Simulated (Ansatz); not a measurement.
# Structure optimisation: palladium, A15

Computed with DFT, RPBE, plane waves (420 eV) with PAW, scalar-relativistic (Ansatz 0.2.0). (PAW data from PBE, frozen cores regenerated.)

k-point mesh 5×5×5, Fermi-Dirac smearing 0.05 eV, starting moments 0.50 ×8 μB. Cell and atoms relax.

Starting structure:

```
CELL_PARAMETERS angstrom
4.90084 0.00000 0.00000
0.00000 4.90084 0.00000
0.00000 0.00000 4.90084
ATOMIC_POSITIONS crystal
Pd 0.00000 0.00000 0.00000
Pd 0.50000 0.50000 0.50000
Pd 0.25000 0.00000 0.50000
Pd 0.75000 0.00000 0.50000
Pd 0.50000 0.25000 0.00000
Pd 0.50000 0.75000 0.00000
Pd 0.00000 0.50000 0.25000
Pd 0.00000 0.50000 0.75000
```

Problem. What cell does the relaxation end in?

Solution. Pm-3n with a = 5.064 Å; 16.23 Å³ per atom against 14.71 at the start (10.3 %).

Problem. How much energy does the relaxation gain?

Solution. 75.2 meV per atom.

Problem. Which magnetic state does it end in?

Solution. non-magnetic.
